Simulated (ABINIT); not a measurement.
PtS2 in ABINIT: convergence with k mesh

Crystal: PtS2.

```xyz
3
Lattice="3.5432 0.0000 0.0000 -1.7716 3.0685 0.0000 0.0000 0.0000 5.0388" Properties=species:S:1:pos:R:3 pbc="T T T"
Pt    0.0095   -0.0200    0.0506
S     1.7774    1.0159    3.8884
S    -0.0024    2.0604    1.1809
```

The cell isn't the ideal one: atoms moved at random, drawn with an rms of 0.05 Å.

```yaml
Program: ABINIT 10.8.3 (patched build)
Task: single point
Functional: PBE
Potentials_or_basis: PseudoDojo NC SR PBE v0.4.1 standard
Cutoff: 1143 eV
k_mesh: 1 × 1 × 1
Occupations: fermi-dirac, width 0.1 eV
Spin: no spin polarisation
```

These are the settings of the first run; the series varies k mesh, with any setting tied to it.

Hardware: 1 thread of Arm Neoverse V1 (shared host).

| k mesh | energy less the tightest run, at zero smearing (meV/atom) | pressure (GPa) | largest force (eV/Å) | gap on the mesh (eV) | SCF cycles | CPU time (s) | peak memory (GiB) |
| --- | --- | --- | --- | --- | --- | --- | --- |
| 1 × 1 × 1 | 2128.24 | 19.05 | 2.156 | 1.747 | 14 | 4.7 | 0.08 |
| 2 × 2 × 1 | -330.80 | 3.62 | 1.073 | 1.650 | 13 | 11 | 0.08 |
| 3 × 3 × 2 | -33.13 | 9.14 | 1.272 | 0.984 | 13 | 40 | 0.09 |
| 4 × 4 × 2 | -7.93 | 9.47 | 1.446 | 1.035 | 13 | 69 | 0.1 |
| 4 × 4 × 3 | -5.19 | 9.41 | 1.395 | 0.898 | 13 | 100 | 0.11 |
| 5 × 5 × 3 | -1.85 | 9.60 | 1.388 | 1.178 | 13 | 160 | 0.13 |
| 6 × 6 × 4 | 0.70 | 9.66 | 1.378 | 0.876 | 13 | 300 | 0.18 |
| 8 × 8 × 4 | 0.00 | 9.63 | 1.372 | 0.839 | 13 | 530 | 0.26 |

Against the tightest run, the energy stays within 1 meV/atom from 6 × 6 × 4 on; the pressure stays within 0.1 GPa from 5 × 5 × 3 on. Not settled before the last step: the largest force (to 0.005 eV/Å), the gap on the mesh (to 0.01 eV). Meshes of other sizes hit other points, so gaps and Fermi surfaces needn't settle smoothly. The tightest run that finished is the yardstick and may itself not be fully converged.

Caveat, for the tightest run too: spin-orbit coupling is left out, which moves the levels of the heavy elements.
